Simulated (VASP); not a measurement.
BeTe, 2 atoms in the cell. It takes space group F-43m (No. 216, cubic). The conventional cell has a = 5.605 Å, b = 5.605 Å, c = 5.605 Å, α = 90.00°, β = 90.00°, γ = 90.00°. Be (site symmetry -43m) is surrounded by 4 Te at 2.43 Å. Te (site symmetry -43m) has 4 Be at 2.43 Å as nearest neighbours.  The cell isn't the ideal one: cell and atoms relaxed tightly for response.

| Quantity | Value |
| --- | --- |
| Program | VASP 6.6.1 |
| Task | single point |
| Functional | PBEsol |
| Potentials or basis | VASP PAW PBE potentials, release 64 (Be, Te) |
| Cutoff | 520 eV |
| k mesh | 8 × 8 × 8 |
| Occupations | gaussian, width 0.01 eV |
| Spin | no spin polarisation |
| Dipole correction | no |
| Further INCAR settings | ALGO = Fast; EDIFF = 1e-07; NBANDS = 11 |

Potentials or basis: VASP PAW PBE potentials, release 64 (Be, Te).

Launch:

```sh
$ cat potpaw_PBE.64/Be/POTCAR potpaw_PBE.64/Te/POTCAR > POTCAR
$ mpirun -np 1 vasp_std > vasp.out
```

Hardware: 1 thread of Intel(R) Xeon(R) 6975P-C (Granite Rapids), on a shared host.

Q: How long does it take, and how much memory?

A: It took 12 s on 1 thread of Intel(R) Xeon(R) 6975P-C (Granite Rapids), on a shared host, peak memory 0.16 GiB. Counts: scf iterations 13, k points 29.
